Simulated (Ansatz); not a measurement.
# WS2, space group R3m: a convergence test of the plane-wave cutoff

With the Python package of Ansatz (0.2.0).

Run as a notebook:

```python
import csv

import ansatz as az
```

```python
ws2 = (
    az.Lattice.of((1.579, 0.911636, 6.163333), (-1.579, 0.911636, 6.163333), (0.0, -1.823272, 6.163333))
    .atom("W", (0.0, 0.0, 0.0))
    .atom("S", (0.2497, 0.2497, 0.2497))
    .atom("S", (0.419, 0.419, 0.419))
)
```

```python
len(ws2.resolved().sites)
```

    3

```python
calculation = (
    ws2.calculation()
    .kpoints(12, 12, 12)
    .functional("pbesol")
    .occupations("fermi_dirac")
    .forces()
    .stress()
)
```

```python
rows = []
for value in [300, 400, 500, 600, 700]:
    report = calculation.basis(value).run(threads=1).report
    rows.append((value, report["free_energy_ev"] / len(report["lattice"]["sites"]), report["n_iterations"], sum(report["stress_gpa"][i][i] for i in range(3)) / 3, max(abs(f) for row in report["forces_ev_ang"] for f in row), report["n_pw"]))

with open("ecut.csv", "w", newline="") as handle:
    writer = csv.writer(handle)
    writer.writerow(["cutoff (eV)", "F/atom (eV)", "iterations", "P (GPa)", "max component (eV/A)", "plane waves"])
    writer.writerows([round(v, 5) if isinstance(v, float) else v for v in row] for row in rows)
```

    DeckWarning: basis.ecutwfc = 300 eV is below the records' recommended 420 eV, and the density's cutoff is lower with it unless basis.ecutrho_ratio is high enough to keep the records' density cutoff: compare with a run at a higher cutoff
    DeckWarning: basis.ecutwfc = 400 eV is below the records' recommended 420 eV, and the density's cutoff is lower with it unless basis.ecutrho_ratio is high enough to keep the records' density cutoff: compare with a run at a higher cutoff

```python
# the last row is the reference
for row in rows[:-1]:
    shift = 1000 * (row[1] - rows[-1][1])
    print(f"{row[0]}: {shift:+.2f} meV/atom" + ("  (within 1 meV)" if abs(shift) < 1 else ""))
```

    300: +25.98 meV/atom
    400: +0.92 meV/atom  (within 1 meV)
    500: +0.22 meV/atom  (within 1 meV)
    600: +0.05 meV/atom  (within 1 meV)

File `ecut.csv` afterwards:
```csv
cutoff (eV),F/atom (eV),iterations,P (GPa),max component (eV/A),plane waves
300,-4009.66341,8,-0.43934,0.60124,635
400,-4009.68846,8,-0.62313,0.59932,969
500,-4009.68917,8,-0.6329,0.59933,1349
600,-4009.68934,8,-0.63502,0.59935,1777
700,-4009.68939,8,-0.63604,0.59931,2241
```

From 400 eV on it stays within 1 meV an atom of the value at 700 eV; the first row (300 eV) is off by 26.0 meV and the last but one by 0.05 meV. The energy falls steadily, as expected when plane waves are added. The pressure moves from -0.44 to -0.64 GPa (the program's stress holds a Pulay correction, so it settles early). The last run costs about 2.6 times the first.

Notes:
- The run is spin-unpolarised.
- Pressure is positive in compression.
- Spin-orbit coupling, which matters for elements this heavy, is left out.
- The starting cell is as deposited in a crystallographic database; the results hold for this polymorph, which needn't be the stable one.
- Warnings are shown shortened and without file and line.
- Shifts are counted from the last row, which is itself no proven limit.
- Run time: 99 s on 1 thread of Arm Neoverse V2 (shared host), peak memory 0.65 GiB.
